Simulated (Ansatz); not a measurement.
# Mo2CCl2 MXene monolayer in a perpendicular field, part 2 of 2

Aim: how the Mo2CCl2 MXene monolayer screens a field along its normal, and what the field does to its bands. A positive field points along +c.

Ansatz 0.2.0; plane-wave DFT, PBE-D3(BJ), Ansatz PAW (set soft_1); PAW set soft_1.

So far. Step 2 (Relaxation): The lattice constant a goes from 3.025 to 3.332 Å.

## Step 3: Single point, field 0

A sawtooth potential applies the field, turning back in the middle of the vacuum. With the dipole correction the typed value is the field outside the slab. The induced dipole is small, so the SCF threshold is tight.

The cell differs from the one that the last finished run ended in (c 42.397 → 23.405 Å).

input.yaml

```yaml
crystal:
  lattice:
    - [3.3324657449, 0.0, 0.0]
    - [-1.6662328724, 2.8859999923, 0.0]
    - [0.0, 0.0, 23.4048009737]
  atoms:
    - { symbol: Cl, position: [0.3333333333, 0.6666666667, 0.3845364893] }
    - { symbol: Mo, position: [0.6666666667, 0.3333333333, 0.4601788969] }
    - { symbol: C, position: [0.0, 0.0, 0.5] }
    - { symbol: Mo, position: [0.3333333333, 0.6666666667, 0.5398211031] }
    - { symbol: Cl, position: [0.6666666667, 0.3333333333, 0.6154635107] }
kpoints:
  mp_grid: { grid: [18, 18, 1] }
  band_path:
    path: [[0, 0, 0], [0.5, 0, 0], [0.33333333, 0.33333333, 0], [0, 0, 0]]
    npoints: 16
hamiltonian:
  xc: pbe
  dispersion: d3bj
  pseudopotentials: { kind: paw, azcp: { folder: soft_1 } }
scf:
  occupations: { method: fermi_dirac, width: 0.02585 }
  convergence: { dr2_threshold: 1.0e-10 }
efield:
  axis: 3
  dipole_correction: true
  ramp_position: 0.97
  ramp_width: 0.06
  amplitude: 0
output:
  dos: { projected: true, e_range: [-6, 5] }
  write_potential: true
  write_density: true
  volumetric_format: npy
  elf: true
```

Launch:

```sh
$ ansatz run input.yaml --threads 2 --pin off --max-ram 3072MiB --backend cpu --events-out ev --progress --plain --runs-dir out
```

Numbers of over 12 decimals in the logs are rounded to 6 here.

What it wrote:

```text
[...]
Crystal: 5 atoms, lattice volume = 225.096 Å³
Basis set: ecut = 420 eV, 4447 PW (Γ)
Bands: 28, of which v1, the nominal top of the filled ones, is band 23 counted from 1 (22 counted from 0)
Symmetry: 6 space group operations
k-points: 37 of 324 (time reversal used)
[...]
SCF iter   1: F=—  HF=-12331.011890 eV  |F-HF|=—  |Δ(HF+E_count)|=         —  Δρ=7.56e-2  dr2=2.15e1  ethr=3.10e-3  p=-0.000 e·Å  D=-3.74e-15 V/Å  ΔV_dip=0.00 eV  dr2_dipole=8.61e-9  V_vac-E_F(+/−)=5.40/5.40 eV  ⟨swp⟩=10.8  Hψ=6361  notcnv=0
efield: sawtooth ramp at fractional position 0.9700 (set: `efield.ramp_position`, or a place that a band, a saddle search or an elastic batch's reference lends), width 0.0600; the density the first Hamiltonian is built on has a dipole p = -0.000 e·Å; the dipole correction subtracts the counter field D = -3.74e-15 V/Å, which shifts the + side's vacuum level by +0.00 eV against the − side's; the planar-averaged density in the ramp window peaks in size at 8.8e-7 e/Å³
[...]
SCF iter   2: F=—  HF=-12327.206522 eV  |F-HF|=—  |Δ(HF+E_count)|=    3.81e0  Δρ=5.38e-2  dr2=6.69e0  ethr=3.10e-3  p=0.000 e·Å  D=6.98e-6 V/Å  ΔV_dip=-0.00 eV  dr2_dipole=1.21e-8  V_vac-E_F(+/−)=4.32/4.32 eV  ⟨swp⟩=4.2  Hψ=3126  notcnv=0  defer=15
[...]
SCF iter  13: F=-12325.709460 eV  HF=-12325.709460 eV  |F-HF|=3.64e-11  |Δ(HF+E_count)|=  1.49e-10  Δρ=1.04e-7  dr2=5.06e-11  ethr=1.00e-12  p=-0.000 e·Å  D=-2.84e-7 V/Å  ΔV_dip=0.00 eV  dr2_dipole=3.23e-13  V_vac-E_F(+/−)=4.41/4.41 eV  ⟨swp⟩=4.5  Hψ=3108  notcnv=0
SCF 1 converged in 13 iterations: F = -12325.709460 eV  dr2 = 5.06e-11
[...]
NSCF: frozen V_eff on 49 k-points
efield: sawtooth ramp at fractional position 0.9700 (kept from the solve that this one continues, or follows in the run), width 0.0600; the density the first Hamiltonian is built on has a dipole p = -0.000 e·Å; the dipole correction subtracts the counter field D = -2.84e-7 V/Å, which shifts the + side's vacuum level by +0.00 eV against the − side's; the planar-averaged density in the ramp window peaks in size at 9.8e-7 e/Å³
WARN: The output density's exchange-correlation potential varies sharply where the density is thin. Do not read a vacuum level from v_tot or v_xc, or from such a field of the output density. On a cell that repeats whose density bears no net charge and no dipole along the vacuum's axis use v_es (v_loc + v_h of the components); under efield.dipole_correction with no amplitude use v_es + v_field, which holds any externa [...]
SCF converged after 13 iterations
Free energy (F): -12325.709460 eV
[...]
Internal energy: -12325.706469 eV  (E = F + TS)
E sigma→0 (E₀):  -12325.707964 eV
Entropy (-TS):   -0.002991 eV (-0.598 meV/atom)
Fermi energy:    1.677089 eV
Dipole field:    D = 0.000000 V/Å  (p = 0.000001 e·Å, saw-weighted, corrected)
Work function:   Φ+ = 4.4122 eV   Φ− = 4.4123 eV
Levels:          The Fermi level and band energies are counted from a zero that moves with the ramp; work functions are not
[...]
--- Band table (eV; the first three rows and the last of 37) ---
  k-point 0: bands = [... 19 lower, -1.4433, -1.3451, -1.3451, 1.5480, 2.2024, 2.2024, 2.7405, 2.8168, ... 1 higher]
  k-point 1: bands = [... 19 lower, -1.6579, -1.2146, -1.1302, 1.5201, 2.0815, 2.2062, 2.8237, 2.8574, ... 1 higher]
  k-point 2: bands = [... 19 lower, -1.8826, -1.2062, -0.8787, 1.4250, 1.8823, 2.2159, 2.8804, 2.9708, ... 1 higher]
  k-point 36: bands = [... 19 lower, -2.3313, -0.1223, 0.0326, 0.0326, 2.6272, 2.6272, 3.1073, 4.6955, ... 1 higher]
```

It took 41 s on 2 threads of Arm Neoverse N1, shared host; peak memory 0.56 GiB; 81 s of CPU time.

In the SCF lines HF is the Harris–Foulkes energy and dr2 the Hartree energy of the density residual, in eV; the loop may stop once dr2 is under the threshold and the program's other checks hold. Hψ counts applications of the Hamiltonian.

Numbers from this step:

| Property | Result |
| --- | --- |
| energy at zero smearing | -12325.7080 eV |
| dipole along the normal | 5.43e-7 e·Å |
| gap along the path | 0.05945 eV |
| smallest direct gap along the path | 0.3016 eV |
| ionisation energy, upper face | 4.429 eV |
| electron affinity, upper face | 4.370 eV |
| gap, the smaller of path and mesh | 0.05945 eV |

Running mean over a fixed 2.8 Å (it still follows the layers) of the planar mean; the ramp of the sawtooth is left out. Table of electron's electrostatic potential energy less the Fermi level by z:

z (Å), electron's electrostatic potential energy less the Fermi level (eV) and a bar from the least value:
```
      3.0        4.4 ##############################
      3.5        4.4 ##############################
      4.0        4.4 ##############################
      4.5        4.4 ##############################
      5.0        4.4 ##############################
      5.5        4.4 ##############################
      6.0        4.4 ##############################
      6.5        4.3 ##############################
      7.0        3.8 #############################
      7.5        2.1 ##########################
      8.0       -0.1 #######################
      8.5       -1.8 ####################
      9.0       -4.1 #################
      9.5       -7.6 ###########
     10.0      -10.2 #######
     10.5      -11.3 ######
     11.0      -12.8 ###
     11.5      -14.9 
     12.0      -14.6 
     12.5      -12.4 ####
     13.0      -11.1 ######
     13.5       -9.8 ########
     14.0       -6.9 ############
     14.5       -3.5 ##################
     15.0       -1.5 #####################
     15.5        0.3 ########################
     16.0        2.4 ###########################
     16.5        4.0 #############################
     17.0        4.3 ##############################
     17.5        4.4 ##############################
     18.0        4.4 ##############################
     18.5        4.4 ##############################
     19.0        4.4 ##############################
     19.5        4.4 ##############################
     20.0        4.4 ##############################
```

The density of states has structure finer than the step of the table below, so its rows give means over 0.2 eV, whole bins alone (the curve runs from -6 to 0.81 eV). Peaks (eV: height): -5.28: 8.26, -4.57: 10.5, -4.43: 8.75, -4.32: 12.8, -0.32: 5.94, 0.09: 5.48, 0.53: 26.7.

Table of density of states by energy, zero at the Fermi level of the run, which the smearing sets inside the gap; means over each step:

energy (eV), density of states (states/eV a cell) and a bar:
```
     -5.8        3.8 ##########
     -5.6        4.0 ##########
     -5.4        5.0 ##############
     -5.2        3.1 ########
     -5.0        4.2 ###########
     -4.8        5.6 ################
     -4.6        7.8 #######################
     -4.4        7.6 ######################
     -4.2        6.5 ###################
     -4.0        6.0 #################
     -3.8        1.6 ###
     -3.6        1.3 ##
     -3.4        1.5 ###
     -3.2        1.6 ###
     -3.0        2.1 #####
     -2.8        2.8 #######
     -2.6        1.2 #
     -2.4        1.1 #
     -2.2        1.3 ##
     -2.0        1.8 ####
     -1.8        1.6 ###
     -1.6        1.4 ##
     -1.4        1.1 #
     -1.2        1.1 #
     -1.0        1.0 #
     -0.8        0.7 
     -0.6        1.3 ##
     -0.4        3.4 #########
     -0.2        4.0 ###########
      0.0        1.6 ###
      0.2        2.2 #####
      0.4        3.1 ########
      0.6       10.1 ##############################
```

Projected DOS per atom over height of the atomic layer and energy from the Fermi level. Layers: Cl Mo C Mo Cl from below.

Ten even steps from '0' (0.03 states/eV) to '9' (2.88 states/eV), each cell a mean:
```
19091
05050
02020
05050
02020
01010
01010
01010
02020
01010
01010
02020
02020
01010
01010
32523
63436
72327
42324
31113
41114
42224
```
Columns: height of the atomic layer (Å) from 9 to 14.4 (not evenly spaced); rows upwards: energy from the Fermi level (eV) from -5.96 to 0.79.

The electronic bands at the labelled points (eV, zero at the Fermi level of the run, which the smearing sets inside the gap):

```
  point  band 20  band 21  band 22  band 23  band 24  band 25  band 26  band 27
      Γ    -3.12    -3.02    -3.02    -0.13     0.53     0.53     1.06     1.14
halfway    -3.85    -3.31    -1.87    -0.61     0.17     0.58     1.47     1.71
      M    -3.86    -3.83    -0.78    -0.02     0.46     0.52     1.98     2.05
halfway    -3.90    -2.89    -1.21    -0.66     0.77     0.78     1.71     2.49
      K    -4.01    -1.80    -1.64    -1.64     0.95     0.95     1.43     3.02
halfway    -4.33    -2.83    -2.22    -0.15     0.16     0.47     1.61     1.73
      Γ    -3.12    -3.02    -3.02    -0.13     0.53     0.53     1.06     1.14
```

ELF in the ca plane at fractional y = 0.333, with atoms of Mo and Cl within 0.2 Å of it. It is the smooth field of the valence electrons, not physical close to the nuclei.

Ten even steps from '0' (0.00) to '9' (0.89), each cell a mean:
```
00000000000001345312453333113799986410000000
00000000000000011125776433116988998620000000
00000000000000000137657632127853799631000000
00000000000000001136767532126875899631000000
00000000000001233213675332114899997520000000
00000000000013567531233342212578874200000000
00000000000135788752124543321123210000000000
00000000000136889852135543331111000000000000
00000000000024688741123542211356542100000000
```
Columns run along c (16.0 Å, from fractional 0.14 to 0.82 of the cell), rows up along a (3.3 Å). Atoms in or near the plane, at fractional coordinates: Mo at (0.46, 0.67), Cl at (0.62, 0.67).

Valence density in the ca plane at fractional y = 0.333, with atoms of Mo and Cl within 0.2 Å of it. It is the smooth field of the valence electrons, not physical close to the nuclei.

Values in e/Å³, 5 rows by 16 columns, each cell a mean:
```
0.0 0.0 0.0 0.0 0.0 0.0 0.1 0.2 1.5 1.8 0.3 0.3 1.2 0.5 0.0 0.0
0.0 0.0 0.0 0.0 0.0 0.0 0.0 0.1 3.8 4.4 0.3 0.5 1.3 0.9 0.0 0.0
0.0 0.0 0.0 0.0 0.0 0.0 0.1 0.2 1.6 2.0 0.3 0.3 1.2 0.5 0.0 0.0
0.0 0.0 0.0 0.0 0.0 0.0 0.2 0.4 0.2 0.4 0.6 0.3 0.2 0.1 0.0 0.0
0.0 0.0 0.0 0.0 0.0 0.0 0.2 0.4 0.2 0.4 0.6 0.3 0.2 0.1 0.0 0.0
```
Columns run along c (16.0 Å, from fractional 0.08 to 0.76 of the cell), rows up along a (3.3 Å). Atoms in or near the plane, at fractional coordinates: Mo at (0.46, 0.67), Cl at (0.62, 0.67).

Electrostatic potential energy in the ca plane at fractional y = 0.333, with atoms of Mo and Cl within 0.2 Å of it. With pseudopotentials it is smooth inside the atoms' cores, unlike the true potential.

Values in eV, 5 rows by 16 columns, each cell a mean:
```
  6   6   6   6   6   4  -2 -30 -16   0  -4 -22   2   6   6   6
  6   6   6   6   6   5  -6 -42 -28   2 -13 -40  -5   6   6   6
  6   6   6   6   6   4  -2 -31 -17   0  -5 -24   1   6   6   6
  6   6   6   6   6   1   0  -2  -2 -10  -2   3   5   6   6   6
  6   6   6   6   6   1   0  -1  -2 -10  -2   3   5   6   6   6
```
Columns run along c (16.0 Å, from fractional 0.14 to 0.82 of the cell; values clipped at the 3rd and 97th percentile), rows up along a (3.3 Å). Atoms in or near the plane, at fractional coordinates: Mo at (0.46, 0.67), Cl at (0.62, 0.67).

The gap is 0.06 eV, with the valence edge 4.43 eV and the conduction edge 4.37 eV under the upper vacuum level.

## Step 4: Single point, field 0.1 V/Å

Changes to input.yaml since step 3:

```diff
@@ -26,7 +26,6 @@
   dipole_correction: true
-  ramp_position: 0.97
-  ramp_width: 0.06
-  amplitude: 0
+  ramp_position: 0.9453
+  ramp_width: 0.1094
+  amplitude: 0.1
 output:
-  dos: { projected: true, e_range: [-6, 5] }
   write_potential: true
@@ -34,2 +33 @@
   volumetric_format: npy
-  elf: true
```

What it wrote:

```text
[...]
Crystal: 5 atoms, lattice volume = 225.096 Å³
Basis set: ecut = 420 eV, 4447 PW (Γ)
Bands: 28, of which v1, the nominal top of the filled ones, is band 23 counted from 1 (22 counted from 0)
Symmetry: 6 space group operations
k-points: 37 of 324 (time reversal used)
[...]
k-point 0: bands = [... 19 lower, -1.4434, -1.3454, -1.3454, 1.5476, 2.2020, 2.2020, 2.7401, 2.8165, ... 1 higher]
  k-point 1: bands = [... 19 lower, -1.6580, -1.2149, -1.1305, 1.5197, 2.0811, 2.2059, 2.8233, 2.8570, ... 1 higher]
  k-point 2: bands = [... 19 lower, -1.8826, -1.2065, -0.8790, 1.4246, 1.8819, 2.2155, 2.8800, 2.9705, ... 1 higher]
  k-point 36: bands = [... 19 lower, -2.3317, -0.1226, 0.0289, 0.0356, 2.6261, 2.6276, 3.1070, 4.6951, ... 1 higher]
[key lines of the parts left out:]
SCF converged after 13 iterations
Free energy (F): -12325.711302 eV
Fermi energy:    1.676754 eV
Dipole field:    D = 0.029607 V/Å  (p = 0.036830 e·Å, saw-weighted, corrected)
```

Elapsed: 40 s, on 2 threads; peak memory 0.54 GiB; 80 s of CPU time.

The dipole is 0.0368 e·Å, and the gap 0.059 eV.

## Step 5: Atoms held, field -0.1 V/Å

Changes to input.yaml since step 4:

```diff
@@ -28,3 +28,3 @@
   ramp_width: 0.1094
-  amplitude: 0.1
+  amplitude: -0.1
 output:
```

What it wrote:

```text
[...]
Crystal: 5 atoms, lattice volume = 225.096 Å³
Basis set: ecut = 420 eV, 4447 PW (Γ)
Bands: 28, of which v1, the nominal top of the filled ones, is band 23 counted from 1 (22 counted from 0)
Symmetry: 6 space group operations
k-points: 37 of 324 (time reversal used)
[...]
k-point 0: bands = [... 19 lower, -1.4434, -1.3454, -1.3454, 1.5476, 2.2020, 2.2020, 2.7401, 2.8165, ... 1 higher]
  k-point 1: bands = [... 19 lower, -1.6580, -1.2149, -1.1305, 1.5197, 2.0811, 2.2059, 2.8233, 2.8570, ... 1 higher]
  k-point 2: bands = [... 19 lower, -1.8826, -1.2065, -0.8790, 1.4246, 1.8819, 2.2155, 2.8800, 2.9705, ... 1 higher]
  k-point 36: bands = [... 19 lower, -2.3317, -0.1226, 0.0289, 0.0356, 2.6261, 2.6276, 3.1070, 4.6951, ... 1 higher]
[key lines of the parts left out:]
SCF converged after 13 iterations
Free energy (F): -12325.711302 eV
Fermi energy:    1.676753 eV
Dipole field:    D = -0.029607 V/Å  (p = -0.036829 e·Å, saw-weighted, corrected)
```

The job ended after 41 s (2 threads; peak memory 0.54 GiB).

The dipole is -0.0368 e·Å, and the gap 0.059 eV.

## Step 6: Response, atoms held

This step: plane-wave DFT, PBE-D3(BJ), Ansatz PAW (set soft_1); response to a field along the normal, atoms held; PAW set soft_1 (Ansatz 0.2.0).

The dipoles give the slope, and the difference of two potentials shows where the field is screened.

Numbers from this step:

```yaml
equivalent_conductor_thickness_p_eps_0ae: 6.929 Å
distance_between_the_outer_atoms: 5.405 Å
```

The dipole of the cell by applied field:

```
applied field (V/Å)  dipole of the cell (e·Å)
            -0.1000                   -0.0368
             0.0000                    5.4e-7
             0.1000                    0.0368
```

Local field over the applied field, running mean. From the potentials at -0.1 and 0.1 V/Å; running mean over 2.5 Å. Local field over applied field against z:

```
z (Å)  local field over applied field
  4.5                           0.999
  5.0                           0.998
  5.5                           0.994
  6.0                           0.982
  6.5                           0.947
  7.0                           0.864
  7.5                           0.721
  8.0                           0.547
  8.5                           0.371
  9.0                           0.227
  9.5                           0.129
 10.0                          0.0794
 10.5                          0.0533
 11.0                          0.0388
 11.5                          0.0268
 12.0                          0.0285
 12.5                          0.0411
 13.0                          0.0572
 13.5                          0.0862
 14.0                           0.144
 14.5                           0.251
 15.0                           0.403
 15.5                           0.581
 16.0                           0.751
 16.5                           0.884
 17.0                           0.957
 17.5                           0.985
 18.0                           0.995
 18.5                           0.999
 19.0                           1.000
```

Electrons, planar mean, per unit field. Table of induced electron density by z:

```
z (Å)  induced electron density (e/Å³ per V/Å)
  4.5                                   2.0e-6
  5.0                                   6.8e-6
  5.5                                   2.3e-5
  6.0                                   7.5e-5
  6.5                                   2.4e-4
  7.0                                   7.0e-4
  7.5                                  0.00186
  8.0                                  0.00355
  8.5                                  0.00278
  9.0                                  0.00117
  9.5                                  -1.6e-4
 10.0                                  -5.2e-4
 10.5                                   6.8e-4
 11.0                                   5.3e-4
 11.5                                   5.7e-4
 12.0                                  -7.2e-4
 12.5                                  -6.4e-4
 13.0                                  -4.9e-4
 13.5                                   7.1e-4
 14.0                                  -1.6e-4
 14.5                                 -0.00136
 15.0                                 -0.00319
 15.5                                 -0.00330
 16.0                                 -0.00157
 16.5                                  -5.8e-4
 17.0                                  -1.9e-4
 17.5                                  -6.0e-5
 18.0                                  -1.8e-5
 18.5                                  -5.4e-6
 19.0                                  -1.6e-6
```

The smaller of the gaps on the path and on the k-mesh, counted as 0 under 0.03 eV. The gap stays at 0.0594 eV for applied field from -0.1 to 0.1 V/Å.

By hand: between -0.1 and 0.1 V/Å the dipole changes by 0.07366 e·Å, a slope of 0.3683 e·Å²/V. A perfect conductor of thickness t has p = ε₀AEt, so t = 180.95 × 0.3683 / 9.617 = 6.93 Å (e/ε₀ = 180.95 V·Å, A in Å²).

The induced dipole is that of a conductor 6.93 Å thick.

## Step 7: Results

- gap without field: 0.0595 eV
- ionisation energy, upper face: 4.43 eV
- electron affinity, upper face: 4.37 eV
- equivalent conductor thickness, atoms held: 6.93 Å

**Reading.** The induced dipole equals that of a perfect conductor 6.93 Å thick, while the outer atoms lie 5.40 Å apart; an out-of-plane ε follows only once a thickness t is chosen, by 1 − 1/ε = 6.93 Å / t. The gap stays within 0.01 eV of 0.06 eV over the fields run, up to 0.1 V/Å in size. Semilocal functionals give gaps that are too small, and excitons are not included. Spin-orbit coupling is left out, which matters for the bands of elements this heavy. The MXene's terminations sit over the metal atoms of its far layer; the site over carbon or nitrogen, which some compounds prefer, was not run.

[Logs are printed without paths, hosts, clocks, repeated set-up lines and the standing remarks that a program may print on its own settings, such as how far it seeks lower states.]

[Hosts, paths, dates, database ids (printed as entryN), source tags and the programs' standing remarks are cut or masked in the printed files.]

[Maps of the electrostatic potential energy from Ansatz leave out the sawtooth potential of an applied field or a dipole correction, so their vacuum need not be flat; planar profiles and work functions include it.]

[The density of states shown here was stored with 400 of the rows of the run's finer table, so its peaks can read low, often by over a quarter, or be missed, and its means over a window can be off by a tenth or more.]
